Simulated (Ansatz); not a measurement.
**Structure search: one C candidate**

Method: Ansatz, DFT PBE, scalar-relativistic, plane waves, PAW. Cutoff 420 eV, Gaussian smearing, Γ-centred meshes. Cell and atoms relax first on a coarse mesh and then on a converged one. In between, the cell is made exact in the group found at 0.06 Å. The steps can't lower the symmetry of their start. No spin polarisation.

Recipe of this trial structure of C: 4-connected net of one element (Cmcm, No. 63). The dimensions are guesses.

```yaml
crystal:
  lattice:
    - [3.37220, -4.27856, 0.00000]
    - [3.37220, 4.27856, 0.00000]
    - [0.00000, 0.00000, 2.51902]
  atoms:
    - { symbol: C, position: [0.24691, 0.34321, 0.75000] }
    - { symbol: C, position: [0.34321, 0.24691, 0.25000] }
    - { symbol: C, position: [0.58288, 0.00475, 0.75000] }
    - { symbol: C, position: [0.72613, 0.27387, 0.75000] }
    - { symbol: C, position: [0.37869, 0.62131, 0.75000] }
    - { symbol: C, position: [0.27387, 0.72613, 0.25000] }
    - { symbol: C, position: [0.41712, 0.99525, 0.25000] }
    - { symbol: C, position: [0.62131, 0.37869, 0.25000] }
    - { symbol: C, position: [0.75309, 0.65679, 0.25000] }
    - { symbol: C, position: [0.00475, 0.58288, 0.25000] }
    - { symbol: C, position: [0.99525, 0.41712, 0.75000] }
    - { symbol: C, position: [0.65679, 0.75309, 0.75000] }
```

Energies count from the standard state of C at the same level.

Question: Where does the relaxation end?

Answer: The symmetry stays Cmcm (No. 63). The volume per atom grows by 8.1 %, from 6.1 to 6.5 Å³. The shortest distance goes from 1.49 Å (C–C) to 1.53 Å (C–C). The energy falls by about 0.09 eV/atom (the start's value is from the coarse mesh). Conventional cell: a = 7.194 Å, b = 8.662 Å, c = 2.521 Å. C on a site of symmetry m is surrounded by 4 C at 1.53–1.55 Å; C on a second site of symmetry m has 4 C at 1.55–1.58 Å; C on a site of symmetry m2m is surrounded by 4 C at 1.55–1.57 Å; C on a second site of symmetry m2m is surrounded by 4 C at 1.54–1.55 Å.

```
CELL_PARAMETERS angstrom
3.59692 -4.33097 0.00000
3.59692 4.33097 0.00000
0.00000 0.00000 2.52138
ATOMIC_POSITIONS crystal
C 0.26050 0.36091 0.75000
C 0.36091 0.26050 0.25000
C 0.58503 0.00014 0.75000
C 0.73671 0.26329 0.75000
C 0.36645 0.63355 0.75000
C 0.26329 0.73671 0.25000
C 0.41497 0.99986 0.25000
C 0.63355 0.36645 0.25000
C 0.73950 0.63909 0.25000
C 0.00014 0.58503 0.25000
C 0.99986 0.41497 0.75000
C 0.63909 0.73950 0.75000
```

Question: Give its energy and gap.

Answer:

- Energy over the standard state: +0.439 eV/atom
- Gap on the 4×4×10 mesh of the 12-atom cell: 4.07 eV

It lies above the standard state, so it could only be metastable.

The last run used Gaussian smearing of 0.02 eV. Kohn–Sham gaps at this level usually fall short of measured ones. The reference form of C is held partly by dispersion forces, which this level lacks. A structure relaxed within its symmetry needn't be a true minimum. In all, the 3 runs took 73 s on 1 thread of Arm Neoverse V2, on a shared host. Another cell of C relaxed alike, in P6_122, lies 193 meV/atom lower, so this cell isn't the stable form at this level.
